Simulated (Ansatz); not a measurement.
Abridged Ansatz (a quantum-chemistry and plane-wave program) output:

```
Relaxation: its limit of steps is 50 (relax.max_steps)
Pseudopotential: Li, paw, valence charge 3
Pseudopotential: N, paw, valence charge 5
Crystal: 4 atoms, lattice volume = 44.542 Å³
Basis set: ecut = 500 eV, 1129 PW (Γ), exchange–correlation on 108×108×120 points (64 copies of the dense FFT grid, shifted against one another)
Bands: 11, of which v1, the nominal top of the filled ones, is band 7 counted from 1 (6 counted from 0)
Symmetry: 24 space group operations
k-points: 80 of 1089
Functional: x = r2scan, c = r2scan; τ floored in thin density (d = 2e-4 eV/Å³)
SCF iter   1: F=—  HF=-1001.911199 eV  |F-HF|=—  |Δ(HF+E_count)|=         —  Δρ=6.15e-3  dr2=2.68e-2  dr2_τ=7.05e-2  ethr=1.77e-3  ⟨swp⟩=4.6  Hψ=4658  notcnv=0
SCF iter   2: F=—  HF=-1001.987697 eV  |F-HF|=—  |Δ(HF+E_count)|=   7.65e-2  Δρ=6.03e-3  dr2=1.02e-2  dr2_τ=1.84e-3  ethr=1.91e-4  ⟨swp⟩=3.0  Hψ=2400  notcnv=0
SCF 1 converged in 6 iterations: F = -1001.986192 eV  dr2 = 5.73e-8
relax step   1: F+E_penalty+E_count = -1001.98619213 eV  Δ(F+E_penalty+E_count) = +0.000e0 eV  max|allowed force component| = 2.591e-16 eV/Å  Δτ_max = 0.0000 Å  P = -1.231 GPa  Ω = 44.542 Å³  fix = [a, b, gamma]  reactions: a -2.345, b -2.345 GPa  (6 SCF iters, dr2 threshold 1.00e-7 eV, accepted)
[... steps on the carried basis left out ...]
relax step   4: F+E_penalty+E_count = -1001.98705936 eV  Δ(F+E_penalty+E_count) = +1.561e-7 eV  max|allowed force component| = 2.035e-16 eV/Å  Δτ_max = 0.0000 Å  P = -1.581 GPa  Ω = 44.835 Å³  energy of the carried Pulay correction = -3.456e-5 eV  fix = [a, b, gamma]  reactions: a -2.373, b -2.373 GPa  (4 SCF iters, dr2 threshold 6.57e-10 eV, accepted)
Crystal: 4 atoms, lattice volume = 44.835 Å³
SCF iter   1: F=—  HF=-1001.987057 eV  |F-HF|=—  |Δ(HF+E_count)|=         —  Δρ=1.01e-4  dr2=1.16e-7  dr2_τ=9.69e-9  ethr=9.52e-9  ⟨swp⟩=3.0  Hψ=7114  notcnv=0
SCF iter   2: F=—  HF=-1001.987082 eV  |F-HF|=—  |Δ(HF+E_count)|=   2.46e-5  Δρ=5.15e-5  dr2=8.41e-8  dr2_τ=3.57e-7  ethr=8.27e-10  ⟨swp⟩=2.0  Hψ=1280  notcnv=0
SCF 5 converged in 7 iterations: F = -1001.987092 eV  dr2 = 2.22e-14
SCF converged after 7 iterations
Free energy (F): -1001.987092 eV
Internal energy: -1001.987092 eV  (E = F + TS)
E sigma→0 (E₀):  -1001.987092 eV
Fermi energy:    2.930702 eV
--- Forces (eV/Å), atoms counted from 1 ---
  atom   1  Li     0.00000000     0.00000000     0.00000000
  atom   2  Li     0.00000000     0.00000000     0.00000000
  atom   3  Li    -0.00000000    -0.00000000     0.00000000
  atom   4  N     -0.00000000     0.00000000     0.00000000
--- Stress (GPa, compression-positive) ---
       -2.372642       0.000000       0.000000
       -0.000000      -2.372642       0.000000
        0.000000       0.000000       0.002322
  P = ⅓ Tr σ = -1.5810 GPa (-15.810 kbar)
--- Relaxed structure (4 steps of the walk, 4 accepted, 1 SCFs on fresh bases) ---
  cell:  # Å, volume = 44.8346 Å³
    - [3.666806167387382, -5.777635346815536e-101, 0.0]
    - [1.833403083693691, 3.1755472917109273, 0.0]
    - [0.0, 0.0, 3.8504048942787605]
  atoms:
    - { symbol: Li, position: [2.4121714095017307e-36, -7.423155092043713e-36, 0.5] }
    - { symbol: Li, position: [0.33333333333333337, 0.3333333333333333, 0.0] }
    - { symbol: Li, position: [0.6666666666666667, 0.6666666666666666, 0.0] }
    - { symbol: N, position: [3.4580115594071845e-36, 9.634307672652489e-36, 0.0] }
```

Task: What was computed, and what are the main results?

Result: Li3N, 4 atoms in the cell, with r2SCAN (Ansatz; PAW; 500 eV plane waves; no SOC). The last SCF converged to F = -1001.987092 eV, or -250.4968 eV per atom, at a pressure of -1.58 GPa. The total energy compares only with runs of the same code, potentials and settings.

The cells carry an imposed strain or load. Whether these cells are dynamically stable was not tested. The cell was made from Li3N (space group P6/mmm, No. 191) by this change: biaxial strain +1.58 %, plane normal [001], relaxed out of plane.

Keys are those of Ansatz 0.2.
